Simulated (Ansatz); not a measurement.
# AgCl: consecutive steps of a trajectory

The calculation used Ansatz 0.2.0, DFT PBE, scalar-relativistic, plane waves, PAW. Cutoff 420 eV, shifted (0.5, 0.5, 0.5 steps) 2×2×2 k-points, Fermi–Dirac smearing of 0.039 eV. The mesh is coarse. No spin polarisation.

16 atoms, starting at 1.01 times the perfect crystal's volume (space group Cmcm, the cell as given, not relaxed at this level); Langevin thermostat at 450 K (friction 0.005 fs⁻¹), fixed cell; 29 steps of 3 fs. The run is short and not equilibrated.

Positions in Å, velocities in 0.01 Å/fs, forces in eV/Å; dE is the potential energy from the first frame shown.

```xyz
16
Lattice="1.8771 5.5751 -3.9371 1.8771 5.5751 3.9371 7.5085 0.0000 0.0000" Properties=species:S:1:pos:R:3:v100:R:3:forces:R:3 pbc="T T T" time_fs=30.00 dE_eV=0.0000 T_K=314
Ag    3.7797    6.7596   -0.9524    0.1548    0.1163    0.1814    0.0428   -0.0266   -0.1000
Ag    3.8222    6.8005    2.9363    0.1846    0.1333   -0.0201   -0.4243   -0.1133    0.2450
Ag    7.5906    6.7981   -0.9257    0.2257    0.3145    0.1885   -0.2611   -0.1994   -0.1996
Ag    7.4754    6.7422    2.8899   -0.1409   -0.0003   -0.1911    0.3055   -0.0035    0.3329
Ag    3.7353    4.3542   -2.8986   -0.1117   -0.1386    0.1507    0.0364    0.0716   -0.1731
Ag    3.6810    4.3606    0.9979   -0.2313   -0.2343    0.0225    0.3288    0.0913    0.0906
Ag    7.5208    4.4165   -2.9813    0.0716   -0.0012   -0.1791   -0.0014    0.0775    0.0117
Ag    7.4316    4.4617    0.9270   -0.1905    0.0605   -0.2021    0.0535   -0.0181    0.1077
Cl    5.6135    6.9141    1.0995    0.0152   -0.5579    0.2026    0.0507    0.1084   -0.4207
Cl    3.6824    1.5394    0.9933   -0.0729    0.0743    0.1013    0.1742   -0.2927    0.1163
Cl    9.4103    7.1578    0.9051    0.1528    0.3113   -0.0551    0.1934   -0.0523    0.3784
Cl    7.4984    1.6720    1.1097   -0.2480    0.3233    0.1627    0.0384   -0.3981   -0.4766
Cl    3.7258    9.7463   -1.0514   -0.1713    0.4202   -0.2563   -0.0775    0.1738    0.3811
Cl    1.9746    4.0612   -0.9174    0.2874   -0.0059    0.1224   -0.2085    0.1004   -0.3629
Cl    7.4564    9.4834   -0.9718   -0.3619   -0.5574    0.0580   -0.2195    0.4082    0.1833
Cl    5.6858    4.0265   -1.0078    0.1966   -0.1068   -0.1032   -0.0314    0.0728   -0.1142
16
Lattice="1.8771 5.5751 -3.9371 1.8771 5.5751 3.9371 7.5085 0.0000 0.0000" Properties=species:S:1:pos:R:3:v100:R:3:forces:R:3 pbc="T T T" time_fs=33.00 dE_eV=0.0355 T_K=307
Ag    3.7843    6.7626   -0.9473    0.1496    0.0850    0.1555    0.0317   -0.0268   -0.1153
Ag    3.8279    6.8040    2.9369    0.1946    0.0992    0.0635   -0.4533   -0.1184    0.2609
Ag    7.5976    6.8078   -0.9201    0.2371    0.3269    0.1820   -0.2780   -0.2448   -0.2053
Ag    7.4716    6.7426    2.8847   -0.1105    0.0227   -0.1543    0.3311   -0.0014    0.3573
Ag    3.7321    4.3500   -2.8942   -0.1034   -0.1390    0.1426    0.0455    0.0764   -0.1826
Ag    3.6742    4.3536    0.9986   -0.2224   -0.2348    0.0278    0.3632    0.1016    0.0987
Ag    7.5235    4.4162   -2.9870    0.1057   -0.0190   -0.2018   -0.0096    0.0850    0.0157
Ag    7.4255    4.4639    0.9215   -0.2159    0.0839   -0.1624    0.0603   -0.0180    0.1185
Cl    5.6137    6.8973    1.1050   -0.0015   -0.5610    0.1591    0.0487    0.1176   -0.4437
Cl    3.6789    1.5405    0.9959   -0.1653    0.0031    0.0721    0.1681   -0.3127    0.1175
Cl    9.4139    7.1673    0.9041    0.0836    0.3180   -0.0063    0.2201   -0.0589    0.3915
Cl    7.4917    1.6818    1.1149   -0.1961    0.3329    0.1793    0.0668   -0.4186   -0.4950
Cl    3.7208    9.7595   -1.0582   -0.1593    0.4546   -0.1931   -0.0960    0.1721    0.4034
Cl    1.9824    4.0607   -0.9144    0.2306   -0.0278    0.0768   -0.2234    0.1062   -0.3893
Cl    7.4440    9.4671   -0.9700   -0.4649   -0.5265    0.0663   -0.2339    0.4685    0.1991
Cl    5.6924    4.0242   -1.0099    0.2410   -0.0516   -0.0415   -0.0412    0.0722   -0.1312
16
Lattice="1.8771 5.5751 -3.9371 1.8771 5.5751 3.9371 7.5085 0.0000 0.0000" Properties=species:S:1:pos:R:3:v100:R:3:forces:R:3 pbc="T T T" time_fs=36.00 dE_eV=0.0681 T_K=286
Ag    3.7887    6.7648   -0.9440    0.1449    0.0606    0.0701    0.0217   -0.0270   -0.1261
Ag    3.8334    6.8066    2.9392    0.1749    0.0753    0.0898   -0.4805   -0.1215    0.2693
Ag    7.6050    6.8178   -0.9150    0.2621    0.3438    0.1556   -0.2947   -0.2952   -0.2077
Ag    7.4685    6.7434    2.8802   -0.1002    0.0330   -0.1477    0.3543    0.0023    0.3767
Ag    3.7291    4.3463   -2.8904   -0.0977   -0.1109    0.1109    0.0527    0.0797   -0.1883
Ag    3.6686    4.3471    0.9994   -0.1511   -0.1962    0.0225    0.3856    0.1089    0.1036
Ag    7.5259    4.4158   -2.9930    0.0580   -0.0065   -0.2014   -0.0188    0.0916    0.0213
Ag    7.4181    4.4665    0.9174   -0.2765    0.0881   -0.1139    0.0727   -0.0170    0.1292
Cl    5.6134    6.8796    1.1092   -0.0168   -0.6154    0.1229    0.0472    0.1281   -0.4609
Cl    3.6755    1.5397    0.9975   -0.0573   -0.0574    0.0331    0.1653   -0.3250    0.1198
Cl    9.4182    7.1759    0.9030    0.2102    0.2546   -0.0656    0.2442   -0.0653    0.4048
Cl    7.4864    1.6918    1.1200   -0.1575    0.3355    0.1635    0.0926   -0.4343   -0.5122
Cl    3.7153    9.7738   -1.0623   -0.2098    0.5021   -0.0839   -0.1112    0.1691    0.4146
Cl    1.9880    4.0600   -0.9126    0.1431   -0.0209    0.0414   -0.2301    0.1119   -0.4065
Cl    7.4298    9.4516   -0.9682   -0.4796   -0.4999    0.0549   -0.2469    0.5278    0.2141
Cl    5.6990    4.0233   -1.0119    0.2013   -0.0082   -0.0892   -0.0541    0.0660   -0.1517
16
Lattice="1.8771 5.5751 -3.9371 1.8771 5.5751 3.9371 7.5085 0.0000 0.0000" Properties=species:S:1:pos:R:3:v100:R:3:forces:R:3 pbc="T T T" time_fs=39.00 dE_eV=0.0975 T_K=278
Ag    3.7927    6.7669   -0.9417    0.1224    0.0804    0.0797    0.0153   -0.0275   -0.1376
Ag    3.8383    6.8078    2.9420    0.1458    0.0046    0.0977   -0.5019   -0.1216    0.2737
Ag    7.6127    6.8286   -0.9108    0.2472    0.3749    0.1245   -0.3104   -0.3499   -0.2053
Ag    7.4655    6.7440    2.8762   -0.0997    0.0092   -0.1214    0.3730    0.0084    0.3887
Ag    3.7259    4.3429   -2.8874   -0.1139   -0.1141    0.0883    0.0582    0.0819   -0.1923
Ag    3.6640    4.3413    1.0001   -0.1532   -0.1902    0.0260    0.3997    0.1134    0.1101
Ag    7.5278    4.4154   -2.9991    0.0627   -0.0242   -0.2047   -0.0281    0.0975    0.0301
Ag    7.4107    4.4691    0.9136   -0.2139    0.0842   -0.1401    0.0858   -0.0158    0.1369
Cl    5.6121    6.8601    1.1107   -0.0706   -0.6887   -0.0248    0.0497    0.1416   -0.4674
Cl    3.6738    1.5380    0.9981   -0.0578   -0.0575    0.0058    0.1614   -0.3318    0.1203
Cl    9.4246    7.1834    0.9012    0.2162    0.2482   -0.0554    0.2592   -0.0704    0.4219
Cl    7.4827    1.7014    1.1257   -0.0854    0.3030    0.2179    0.1172   -0.4451   -0.5311
Cl    3.7078    9.7890   -1.0647   -0.2900    0.5114   -0.0755   -0.1177    0.1663    0.4172
Cl    1.9929    4.0594   -0.9110    0.1842   -0.0198    0.0627   -0.2347    0.1143   -0.4195
Cl    7.4157    9.4377   -0.9663   -0.4606   -0.4272    0.0690   -0.2626    0.5861    0.2276
Cl    5.7046    4.0234   -1.0146    0.1674    0.0154   -0.0954   -0.0642    0.0529   -0.1733
16
Lattice="1.8771 5.5751 -3.9371 1.8771 5.5751 3.9371 7.5085 0.0000 0.0000" Properties=species:S:1:pos:R:3:v100:R:3:forces:R:3 pbc="T T T" time_fs=42.00 dE_eV=0.1238 T_K=269
Ag    3.7964    6.7689   -0.9395    0.1190    0.0543    0.0654    0.0097   -0.0287   -0.1508
Ag    3.8419    6.8083    2.9448    0.0949    0.0260    0.0869   -0.5162   -0.1215    0.2786
Ag    7.6208    6.8407   -0.9068    0.2959    0.4255    0.1442   -0.3243   -0.4033   -0.2008
Ag    7.4627    6.7444    2.8728   -0.0814    0.0162   -0.1039    0.3818    0.0160    0.3931
Ag    3.7216    4.3392   -2.8850   -0.1729   -0.1289    0.0729    0.0648    0.0843   -0.1980
Ag    3.6601    4.3354    1.0007   -0.1073   -0.2043    0.0146    0.4132    0.1182    0.1219
Ag    7.5297    4.4145   -3.0051    0.0659   -0.0325   -0.1947   -0.0379    0.1033    0.0415
Ag    7.4046    4.4716    0.9093   -0.1966    0.0828   -0.1452    0.0956   -0.0141    0.1400
Cl    5.6085    6.8405    1.1097   -0.1683   -0.6166   -0.0430    0.0631    0.1549   -0.4636
Cl    3.6722    1.5372    0.9992   -0.0460   -0.0002    0.0687    0.1612   -0.3391    0.1175
Cl    9.4319    7.1895    0.9006    0.2698    0.1606    0.0171    0.2645   -0.0740    0.4354
Cl    7.4807    1.7106    1.1305   -0.0485    0.3107    0.1016    0.1365   -0.4531   -0.5456
Cl    3.6991    9.8032   -1.0665   -0.2926    0.4364   -0.0399   -0.1206    0.1647    0.4166
Cl    1.9999    4.0576   -0.9092    0.2855   -0.0972    0.0605   -0.2486    0.1187   -0.4330
Cl    7.4020    9.4274   -0.9642   -0.4524   -0.2585    0.0727   -0.2775    0.6373    0.2388
Cl    5.7087    4.0241   -1.0190    0.1087    0.0304   -0.1977   -0.0652    0.0364   -0.1916
16
Lattice="1.8771 5.5751 -3.9371 1.8771 5.5751 3.9371 7.5085 0.0000 0.0000" Properties=species:S:1:pos:R:3:v100:R:3:forces:R:3 pbc="T T T" time_fs=45.00 dE_eV=0.1455 T_K=253
Ag    3.8002    6.7711   -0.9379    0.1371    0.0887    0.0406    0.0016   -0.0299   -0.1649
Ag    3.8433    6.8091    2.9467   -0.0021    0.0299    0.0423   -0.5220   -0.1221    0.2858
Ag    7.6290    6.8531   -0.9016    0.2507    0.4064    0.2046   -0.3357   -0.4508   -0.2002
Ag    7.4603    6.7446    2.8702   -0.0806   -0.0018   -0.0714    0.3830    0.0241    0.3937
Ag    3.7152    4.3350   -2.8835   -0.2502   -0.1560    0.0313    0.0730    0.0875   -0.2027
Ag    3.6573    4.3295    1.0007   -0.0785   -0.1883   -0.0188    0.4250    0.1238    0.1366
Ag    7.5315    4.4138   -3.0105    0.0574   -0.0156   -0.1675   -0.0473    0.1089    0.0526
Ag    7.3986    4.4752    0.9050   -0.1978    0.1552   -0.1447    0.1041   -0.0152    0.1422
Cl    5.6037    6.8227    1.1073   -0.1485   -0.5691   -0.1165    0.0808    0.1665   -0.4510
Cl    3.6711    1.5378    1.0010   -0.0328    0.0439    0.0484    0.1608   -0.3484    0.1107
Cl    9.4390    7.1942    0.9012    0.2004    0.1520    0.0179    0.2675   -0.0761    0.4426
Cl    7.4786    1.7185    1.1330   -0.0895    0.2160    0.0646    0.1513   -0.4570   -0.5506
Cl    3.6904    9.8163   -1.0677   -0.2836    0.4356   -0.0404   -0.1241    0.1619    0.4120
Cl    2.0073    4.0547   -0.9069    0.2034   -0.0960    0.0922   -0.2661    0.1260   -0.4459
Cl    7.3883    9.4205   -0.9612   -0.4648   -0.1970    0.1288   -0.2877    0.6802    0.2463
Cl    5.7127    4.0249   -1.0246    0.1555    0.0229   -0.1771   -0.0640    0.0207   -0.2072
16
Lattice="1.8771 5.5751 -3.9371 1.8771 5.5751 3.9371 7.5085 0.0000 0.0000" Properties=species:S:1:pos:R:3:v100:R:3:forces:R:3 pbc="T T T" time_fs=48.00 dE_eV=0.1592 T_K=243
Ag    3.8041    6.7745   -0.9368    0.1226    0.1424    0.0362   -0.0094   -0.0311   -0.1775
Ag    3.8425    6.8097    2.9487   -0.0497    0.0083    0.0891   -0.5190   -0.1216    0.2905
Ag    7.6366    6.8650   -0.8946    0.2550    0.3834    0.2635   -0.3429   -0.4872   -0.1979
Ag    7.4579    6.7446    2.8684   -0.0818    0.0018   -0.0444    0.3808    0.0332    0.3934
Ag    3.7073    4.3310   -2.8832   -0.2781   -0.1070   -0.0139    0.0830    0.0905   -0.2023
Ag    3.6564    4.3241    1.0003    0.0158   -0.1737   -0.0040    0.4297    0.1270    0.1454
Ag    7.5333    4.4135   -3.0153    0.0581   -0.0067   -0.1505   -0.0571    0.1143    0.0637
Ag    7.3933    4.4799    0.9014   -0.1584    0.1608   -0.0906    0.1130   -0.0213    0.1444
Cl    5.5997    6.8065    1.1041   -0.1174   -0.5128   -0.0961    0.0959    0.1798   -0.4326
Cl    3.6695    1.5377    1.0026   -0.0706   -0.0527    0.0580    0.1574   -0.3530    0.1020
Cl    9.4469    7.1988    0.9045    0.3315    0.1501    0.2075    0.2679   -0.0769    0.4384
Cl    7.4741    1.7239    1.1352   -0.2085    0.1431    0.0767    0.1654   -0.4535   -0.5487
Cl    3.6826    9.8297   -1.0687   -0.2361    0.4542   -0.0286   -0.1282    0.1539    0.4014
Cl    2.0129    4.0522   -0.9054    0.1743   -0.0701    0.0084   -0.2769    0.1328   -0.4502
Cl    7.3747    9.4172   -0.9575   -0.4418   -0.0205    0.1194   -0.2930    0.7079    0.2526
Cl    5.7168    4.0259   -1.0293    0.1192    0.0440   -0.1374   -0.0666    0.0052   -0.2227
```

Task: What is the next frame? The thermostat's random kicks make it one of many possible.

Result:
```xyz
16
Lattice="1.8771 5.5751 -3.9371 1.8771 5.5751 3.9371 7.5085 0.0000 0.0000" Properties=species:S:1:pos:R:3:v100:R:3:forces:R:3 pbc="T T T" time_fs=51.00 dE_eV=0.1666 T_K=246
Ag    3.8081    6.7795   -0.9346    0.1442    0.1907    0.1066   -0.0208   -0.0324   -0.1923
Ag    3.8401    6.8096    2.9507   -0.1069   -0.0109    0.0413   -0.5110   -0.1200    0.2949
Ag    7.6447    6.8753   -0.8862    0.2859    0.3059    0.2938   -0.3466   -0.5089   -0.1954
Ag    7.4555    6.7450    2.8668   -0.0751    0.0232   -0.0673    0.3781    0.0432    0.3963
Ag    3.6983    4.3277   -2.8841   -0.3199   -0.1127   -0.0431    0.0973    0.0936   -0.2018
Ag    3.6569    4.3187    1.0002    0.0187   -0.1868   -0.0017    0.4248    0.1287    0.1474
Ag    7.5347    4.4138   -3.0196    0.0344    0.0291   -0.1382   -0.0693    0.1178    0.0771
Ag    7.3890    4.4849    0.8992   -0.1284    0.1760   -0.0550    0.1209   -0.0291    0.1420
Cl    5.5968    6.7911    1.1015   -0.0778   -0.5132   -0.0776    0.1091    0.1956   -0.4166
Cl    3.6669    1.5382    1.0034   -0.1053    0.0879   -0.0019    0.1524   -0.3565    0.0965
Cl    9.4561    7.2013    0.9109    0.2813    0.0215    0.2130    0.2634   -0.0726    0.4232
Cl    7.4681    1.7299    1.1359   -0.1970    0.2527   -0.0250    0.1775   -0.4497   -0.5390
Cl    3.6748    9.8425   -1.0689   -0.2887    0.3998    0.0135   -0.1289    0.1419    0.3856
Cl    2.0184    4.0508   -0.9067    0.1863   -0.0266   -0.0947   -0.2856    0.1404   -0.4417
Cl    7.3619    9.4173   -0.9540   -0.4095    0.0230    0.1150   -0.2952    0.7154    0.2636
Cl    5.7197    4.0271   -1.0328    0.0744    0.0329   -0.0966   -0.0660   -0.0074   -0.2396
```